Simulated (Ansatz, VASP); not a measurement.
# N: VASP beside Ansatz

```
N
1.0
     4.16723    0.00000    0.00000
    -2.08362    3.60893    0.00000
     0.00000    0.00000    6.44552
N
4
Direct
  0.33333 0.66667 0.32893
  0.33333 0.66667 0.17107
  0.66667 0.33333 0.82893
  0.66667 0.33333 0.67107
```

Change from the starting cell: strain +0.000 along x and y, -0.080 along z, atoms carried along.

Alike in both runs: task single point; functional PBEsol; k mesh 6 × 6 × 4; occupations gaussian, width 0.05 eV; no spin polarisation.

|  | VASP | Ansatz |
| --- | --- | --- |
| version | VASP 6.6.1 | Ansatz 0.2.0 |
| potentials or method | VASP PAW PBE potentials, release 64 (N) | scalar-relativistic, plane waves, PAW |
| plane-wave cutoff (eV) | 520 | 420 |
| valence electrons in the cell | 20 | 20 |

```csv
,VASP,Ansatz,Ansatz less VASP
gap on the k mesh at the Fermi level (eV),7.70,7.78,+0.074
least direct gap on the mesh (eV),8.16,8.23,+0.069
pressure (GPa),23.0,18.2,-4.76
largest component of the traceless stress (GPa),46.10,35.75,-10.350
rms of the force components (eV/Å),11.918,9.184,-2.7334
```

Atom by atom the forces differ by 2.733 eV/Å (rms over components).

Caveats: the standard files for N, O and F lose accuracy on very short bonds; so large a pressure means that the cell lies far from this level's equilibrium, or that cutoff or potentials fall short (VASP); the potentials were made for another functional, which shifts forces and pressure (VASP). A k mesh can miss the band edges.
